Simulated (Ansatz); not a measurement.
Computed with Ansatz, DFT PBE, scalar-relativistic, plane waves, PAW. All cells share a 420 eV cutoff and Γ-centred k meshes spaced at most about 0.3 Å⁻¹ (about 0.25 or finer for metals, 2π included). No spin polarisation in the final relaxations.

Temperature and zero-point effects are left out. All come from trial cells, and lower structures may exist.

Problem. Which of these relaxed structures of In₃GaAs₄ is the lowest in energy?
A.

```xyz
8
Lattice="4.2880 0.0000 0.0000 -2.1440 3.7135 0.0000 0.0000 0.0000 14.1359" Properties=species:S:1:pos:R:3 pbc="T T T"
In    0.0000    2.4757    0.0022
In    2.1440    1.2378    3.6235
In    2.1440    1.2378   10.5191
Ga    0.0000    2.4757    7.0731
As    0.0000    2.4757    2.6779
As    0.0000    2.4757    9.5767
As    2.1440    1.2378    6.3138
As    2.1440    1.2378   13.1951
```

B.

```xyz
8
Lattice="4.2904 0.0000 0.0000 0.0000 4.2904 0.0000 0.0000 0.0000 12.2022" Properties=species:S:1:pos:R:3 pbc="T T T"
In    2.1452    2.1452    2.9448
In    0.0000    0.0000    6.1011
In    2.1452    2.1452    9.2575
Ga    0.0000    0.0000    0.0000
As    2.1452    0.0000    1.3583
As    0.0000    2.1452    4.5224
As    2.1452    0.0000    7.6798
As    0.0000    2.1452   10.8439
```

Solution. B. It has In and Ga ordered on zinc blende sites, space group P-4m2 (No. 115); the next, A, with In and Ga ordered on wurtzite sites, space group P3m1 (No. 156), lies 16 meV/atom higher. Counting As atoms around Ga and In (those within 1.25 times the shortest such distance or 1.15 times the sum of covalent radii), the lowest and the next both have In 4, Ga 4.

With atoms moved at random, P3m1 came back. Other cells relaxed within their symmetry can be saddle points. Some types were kept out of the candidates beforehand, so the set may lack a known form.
